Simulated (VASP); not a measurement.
**GaN in VASP 6.6.1, single-point calculation**

INCAR

```
NELM = 120
LASPH = .TRUE.
MAXMIX = 40
LWAVE = .FALSE.
NBANDS = 16
ISMEAR = -1
ISIF = 2
IBRION = -1
SIGMA = 0.02
PREC = Accurate
ENCUT = 520
EDIFF = 1E-7
LCHARG = .FALSE.
LREAL = .FALSE.
NSW = 0
GGA = RE
```

KPOINTS

```
KPOINTS created by Atomic Simulation Environment
0
Gamma
7 7 7
0 0 0
```

POSCAR

```
Ga N
 1.0000000000000000
     0.0000000000000000    2.2489525410988409    2.2489525410988409
     2.2489525410988409    0.0000000000000000    2.2489525410988409
     2.2489525410988409    2.2489525410988409    0.0000000000000000
 Ga  N
   1   1
Cartesian
  0.0000000000000000 -0.0000000000000000  0.0000000000000000
  1.1244762705494205  1.1244762705494205  1.1244762705494205
```

The recommended PBE PAW datasets give the neutral cell 18 valence electrons.

Command

```
mpirun -np 1 vasp_std
```

Q: How does this run end, and what does it give?

A: It converged. Results: gap between bands v and c on the k mesh 1.80 eV; least direct gap on the k mesh 1.80 eV; pressure 9.1 GPa. Band v is the last that the valence electrons fill when counted band by band, and c is the next.

OSZICAR

```
N       E                     dE             d eps       ncg     rms          rms(c)
DAV:   1     0.873916729215E+02    0.87392E+02   -0.95175E+03   696   0.203E+03
DAV:   2    -0.684835449741E+01   -0.94240E+02   -0.87493E+02   744   0.338E+02
DAV:   3    -0.133305871828E+02   -0.64822E+01   -0.64562E+01   728   0.741E+01
DAV:   4    -0.134062865899E+02   -0.75699E-01   -0.75691E-01   808   0.855E+00
DAV:   5    -0.134073695746E+02   -0.10830E-02   -0.10830E-02   752   0.934E-01    0.772E+00
DAV:   6    -0.114164334950E+02    0.19909E+01   -0.47692E+00   976   0.393E+01    0.269E+00
DAV:   7    -0.114310707857E+02   -0.14637E-01   -0.32776E-01   680   0.638E+00    0.179E+00
DAV:   8    -0.114320857059E+02   -0.10149E-02   -0.52160E-02   736   0.335E+00    0.753E-01
DAV:   9    -0.114280162039E+02    0.40695E-02   -0.14426E-02   952   0.284E+00    0.189E-01
DAV:  10    -0.114285176087E+02   -0.50140E-03   -0.17989E-03   752   0.618E-01    0.966E-02
DAV:  11    -0.114283929285E+02    0.12468E-03   -0.36268E-04   936   0.291E-01    0.131E-02
DAV:  12    -0.114284026624E+02   -0.97339E-05   -0.43562E-05   720   0.635E-02    0.149E-02
DAV:  13    -0.114284022283E+02    0.43408E-06   -0.13426E-06   824   0.176E-02    0.411E-03
DAV:  14    -0.114284021282E+02    0.10011E-06   -0.87135E-08   576   0.389E-03    0.338E-04
DAV:  15    -0.114284021210E+02    0.72423E-08   -0.21790E-08   432   0.149E-03
   1 F= -.11428402E+02 E0= -.11428402E+02  d E =-.153689E-12
```

For comparison, a separate PBE run of the intended cell, on usual settings and not on those above, gives a gap of 1.76 eV on its mesh and a pressure of 6.2 GPa.
